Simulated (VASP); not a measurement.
# Settings for PbTe: equation of state

PbTe, Fm-3m (no. 225), 2 atoms in the cell. PBE; PAW potentials Pb_d, Te (PBE set). VASP 6.6.1.

Wanted: equilibrium volume within 1 %; bulk modulus within 5 %.

What the run is for: equation of state; Accuracy asked: screening.

The series start from Plane-wave cutoff (eV): 310; k-point mesh: 6 × 6 × 6; Volumes: 5 from 0.92 to 1.08; Precision mode (PREC): Accurate; Electronic threshold (eV): 1e-6; Aspherical gradient terms in the spheres (LASPH): yes; Start of each volume: each volume from scratch. Each series keeps the choices made before it, and each single choice may use up half of a tolerance. Times cover all steps of a run.

## Plane-wave cutoff (eV)

| Plane-wave cutoff (eV) | Equilibrium volume (Å³/atom) | Bulk modulus (GPa) | Time (s) |
|---|---|---|---|
| 190 | 35.82 | 21.63 | 29 |
| 240 | 35.45 | 38.8 | 32 |
| 280 | 35.44 | 38.77 | 58 |
| 310 | 35.43 | 39.19 | 54 |
| 360 | 35.44 | 38.33 | 67 |
| 420 | 35.44 | 38.72 | 76 |
| 500 | 35.44 | 38.65 | 102 |
| 620 (reference) | 35.44 | 38.69 | 157 |

Chosen: 240, the loosest value from which every tighter one stays within half of the tolerance.

## k-point mesh

| k-point mesh | Equilibrium volume (Å³/atom) | Bulk modulus (GPa) | Time (s) |
|---|---|---|---|
| 2 × 2 × 2 | no result | no result | 24 |
| 3 × 3 × 3 | 35.35 | 43.22 | 23 |
| 4 × 4 × 4 | 35.43 | 39.04 | 26 |
| 5 × 5 × 5 | 35.44 | 37.62 | 26 |
| 6 × 6 × 6 | 35.45 | 38.8 | 32 |
| 8 × 8 × 8 | 35.44 | 38.33 | 44 |
| 9 × 9 × 9 (reference) | 35.44 | 38.52 | 45 |

Chosen: 4 × 4 × 4.

## Volumes

| Volumes | Equilibrium volume (Å³/atom) | Bulk modulus (GPa) | Time (s) |
|---|---|---|---|
| 5 from 0.88 to 1.12 | 35.44 | 38.64 | 24 |
| 5 from 0.92 to 1.08 | 35.43 | 39.04 | 26 |
| 7 from 0.91 to 1.09 (reference) | 35.45 | 37.87 | 34 |

Chosen: 7 from 0.91 to 1.09; the one before it in the list is off by more than half of the tolerance.

## Precision mode (PREC)

| Precision mode (PREC) | Equilibrium volume (Å³/atom) | Bulk modulus (GPa) | Time (s) |
|---|---|---|---|
| SingleN | 35.93 | 35.62 | 26 |
| Normal | 35.48 | 37.52 | 32 |
| Accurate (reference) | 35.45 | 37.87 | 34 |

Chosen: Normal.

## Electronic threshold (eV)

| Electronic threshold (eV) | Equilibrium volume (Å³/atom) | Bulk modulus (GPa) | Time (s) |
|---|---|---|---|
| 0.001 | 35.48 | 37.5 | 23 |
| 0.0001 | 35.48 | 37.56 | 24 |
| 1e-5 | 35.48 | 37.52 | 26 |
| 1e-6 | 35.48 | 37.52 | 32 |
| 1e-7 (reference) | 35.48 | 37.52 | 37 |

Chosen: 0.001.

## Aspherical gradient terms in the spheres (LASPH)

| Aspherical gradient terms in the spheres (LASPH) | Equilibrium volume (Å³/atom) | Bulk modulus (GPa) | Time (s) |
|---|---|---|---|
| no | 35.48 | 37.5 | 13 |
| yes (reference) | 35.48 | 37.5 | 23 |

Chosen: no.

## Start of each volume

| Start of each volume | Equilibrium volume (Å³/atom) | Bulk modulus (GPa) | Time (s) |
|---|---|---|---|
| each volume from scratch | 35.48 | 37.5 | 13 |
| orbitals of the volume before (WAVECAR) | 35.48 | 37.47 | 10 |

Chosen: orbitals of the volume before (WAVECAR); it saves 2.8 s of 13, so each volume from scratch would do nearly as well.

## All choices together

| Input | Equilibrium volume (Å³/atom) | Bulk modulus (GPa) | Time (s) |
|---|---|---|---|
| the program's defaults (naive) | 35.51 | 36.42 | 10 |
| chosen settings | 35.48 | 37.47 | 10 |
| reference settings throughout | 35.43 | 38.54 | 444 |

The tolerance is met.

## The input

INCAR:
```
SYSTEM = TePb
ALGO     = Normal         ! electronic algorithm
EDIFF    = 0.001          ! SCF threshold, eV
EFERMI   = MIDGAP       
ENCUT    = 240            ! plane-wave cutoff, eV
GGA      = PE             ! functional
GGA_COMPAT= .FALSE.      
ISIF     = 2              ! what is computed and relaxed
ISMEAR   = 0              ! smearing method
LASPH    = .FALSE.        ! aspherical terms in the spheres
LCHARG   = .FALSE.        ! write CHGCAR
LREAL    = .FALSE.        ! projectors in reciprocal space
LWAVE    = .TRUE.         ! write WAVECAR
NELM     = 120            ! most SCF steps
NSW      = 0              ! ionic steps
PREC     = Normal         ! precision mode
SIGMA    = 0.03           ! smearing width, eV
```

KPOINTS:
```
Automatic mesh
0
Gamma
  4 4 4
  0 0 0
```

POSCAR.step1:
```
TePb
1.0
    0.0000000000      3.1310073621      3.1310073621
    3.1310073621      0.0000000000      3.1310073621
    3.1310073621      3.1310073621      0.0000000000
Pb Te
1 1
Direct
    0.0000000000      0.0000000000      0.0000000000
    0.5000000000      0.5000000000      0.5000000000
```

POSCAR.step2:
```
TePb
1.0
    0.0000000000      3.1650427173      3.1650427173
    3.1650427173      0.0000000000      3.1650427173
    3.1650427173      3.1650427173      0.0000000000
Pb Te
1 1
Direct
    0.0000000000      0.0000000000      0.0000000000
    0.5000000000      0.5000000000      0.5000000000
```

POSCAR.step3:
```
TePb
1.0
    0.0000000000      3.1983614049      3.1983614049
    3.1983614049      0.0000000000      3.1983614049
    3.1983614049      3.1983614049      0.0000000000
Pb Te
1 1
Direct
    0.0000000000      0.0000000000      0.0000000000
    0.5000000000      0.5000000000      0.5000000000
```

POSCAR.step4:
```
TePb
1.0
    0.0000000000      3.2310000000      3.2310000000
    3.2310000000      0.0000000000      3.2310000000
    3.2310000000      3.2310000000      0.0000000000
Pb Te
1 1
Direct
    0.0000000000      0.0000000000      0.0000000000
    0.5000000000      0.5000000000      0.5000000000
```

POSCAR.step5:
```
TePb
1.0
    0.0000000000      3.2629921796      3.2629921796
    3.2629921796      0.0000000000      3.2629921796
    3.2629921796      3.2629921796      0.0000000000
Pb Te
1 1
Direct
    0.0000000000      0.0000000000      0.0000000000
    0.5000000000      0.5000000000      0.5000000000
```

POSCAR.step6:
```
TePb
1.0
    0.0000000000      3.2943690292      3.2943690292
    3.2943690292      0.0000000000      3.2943690292
    3.2943690292      3.2943690292      0.0000000000
Pb Te
1 1
Direct
    0.0000000000      0.0000000000      0.0000000000
    0.5000000000      0.5000000000      0.5000000000
```

POSCAR.step7:
```
TePb
1.0
    0.0000000000      3.3251593095      3.3251593095
    3.3251593095      0.0000000000      3.3251593095
    3.3251593095      3.3251593095      0.0000000000
Pb Te
1 1
Direct
    0.0000000000      0.0000000000      0.0000000000
    0.5000000000      0.5000000000      0.5000000000
```

Commands (each step's output is kept before the next begins):
```
cat potpaw_PBE.64/Pb_d/POTCAR potpaw_PBE.64/Te/POTCAR > POTCAR
cp POSCAR.step1 POSCAR
mpirun -np 1 vasp_std > vasp.out
cp POSCAR.step2 POSCAR
mpirun -np 1 vasp_std > vasp.out
cp POSCAR.step3 POSCAR
mpirun -np 1 vasp_std > vasp.out
cp POSCAR.step4 POSCAR
mpirun -np 1 vasp_std > vasp.out
cp POSCAR.step5 POSCAR
mpirun -np 1 vasp_std > vasp.out
cp POSCAR.step6 POSCAR
mpirun -np 1 vasp_std > vasp.out
cp POSCAR.step7 POSCAR
mpirun -np 1 vasp_std > vasp.out
```

The chosen input took VASP 6.6.1 10 s on 1 core (Intel Xeon Platinum 8488C (Sapphire Rapids)), a shared host.

## An input that fails: cutoff far too low

It runs to its end, but against the unchanged starting input it is off by 1.9 % in the equilibrium volume, 2454 % in the bulk modulus.

Changes against the starting input:
```
(all steps)
- PREC = Accurate
- NELM = 120
- ENCUT = 310
+ PREC = Low
+ NELM = 74
+ ENCUT = 140
```
